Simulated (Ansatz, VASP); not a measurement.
Two plane-wave programs on VH2

```xyz
3
Lattice="0.0000 2.0821 2.0821 2.0821 0.0000 2.0821 2.0821 2.0821 0.0000" Properties=species:S:1:pos:R:3 pbc="T T T"
V     0.0000    0.0000    0.0000
H     1.0410    1.0410    1.0410
H     3.1231    3.1231    3.1231
```

Alike in both runs: functional PBEsol; k mesh 18 × 18 × 18; occupations gaussian, width 0.1 eV; no spin polarisation.

Ansatz relaxed the structure, and its values are those at the end. VASP's run is a single point on that final structure, the one shown.

|  | VASP | Ansatz |
| --- | --- | --- |
| version | VASP 6.6.1 | Ansatz 0.2.0 |
| potentials or method | VASP PAW PBE potentials, release 64 (V_sv, H) | scalar-relativistic, plane waves, PAW |
| plane-wave cutoff (eV) | 520 | 420 |
| valence electrons in the cell | 15 | 15 |

|  | VASP | Ansatz | Ansatz less VASP |
| --- | --- | --- | --- |
| gap on the k mesh at the Fermi level (eV) | none | none | - |
| pressure (GPa) | 0.1 | 0.0 | -0.10 |

A gap of «none» marks a metal or a gap that the smearing closes. The functional is the same, so the differences come from potentials, cutoffs and numerics.

Caveats: the PAW data sets were made with another functional, which shifts forces and pressure a little (VASP).
